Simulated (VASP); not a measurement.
Crystal: I.

```
CELL_PARAMETERS angstrom
0.00000 2.36560 3.90984
2.19225 0.00000 3.90984
2.19225 2.36560 0.00000
ATOMIC_POSITIONS crystal
I 0.00000 0.00000 0.00000
```

```yaml
Program: VASP 6.6.1
Task: relaxation of cell and atoms
Functional: MS2
Potentials_or_basis: VASP PAW PBE potentials, release 64 (I)
Cutoff: 600 eV
k_mesh: 9 × 9 × 9
Occupations: gaussian, width 0.05 eV
Spin: no spin polarisation
```

At the start: pressure -0.8 GPa; volume 40.55 Å³/atom.

Q: How do energy, volume and symmetry change on relaxing?

A: Over 11 steps the energy falls by 5.9 meV/atom and the volume is 40.12 Å³/atom (-1.1 %); space group Fmmm (No. 69, to 0.05 Å).

The path:
```
step  energy change (eV)  largest force (eV/Å)  pressure (GPa)  volume (Å³)
   1              0.0000                0.0000           -0.85        40.55
   2             -0.0034                0.0000            0.39        39.30
   3             -0.0040                0.0000            0.03        39.63
   4             -0.0042                0.0000            0.03        39.64
   5             -0.0050                0.0000            0.04        39.66
   6             -0.0058                0.0000            0.07        39.69
   7             -0.0058                0.0000            0.06        39.69
   8             -0.0058                0.0000           -0.04        39.91
   9             -0.0058                0.0000           -0.04        39.92
  10             -0.0059                0.0000           -0.02        39.98
  11             -0.0059                0.0000            0.02        40.12
```

Final structure:
```cif
data_structure
_symmetry_space_group_name_H-M 'P 1'
_symmetry_Int_Tables_number 1
_cell_length_a 4.6387
_cell_length_b 4.5075
_cell_length_c 3.1862
_cell_angle_alpha 71.841
_cell_angle_beta 67.416
_cell_angle_gamma 40.743
_cell_volume 40.12
loop_
_atom_site_label
_atom_site_type_symbol
_atom_site_fract_x
_atom_site_fract_y
_atom_site_fract_z
_atom_site_occupancy
I1 I 0.00000 0.00000 0.00000 1
```

Caveat: the PAW data sets were made with another functional, which shifts forces and pressure a little; an odd number of electrons without spin polarisation forces a metal; a magnetic or distorted state may lie lower.
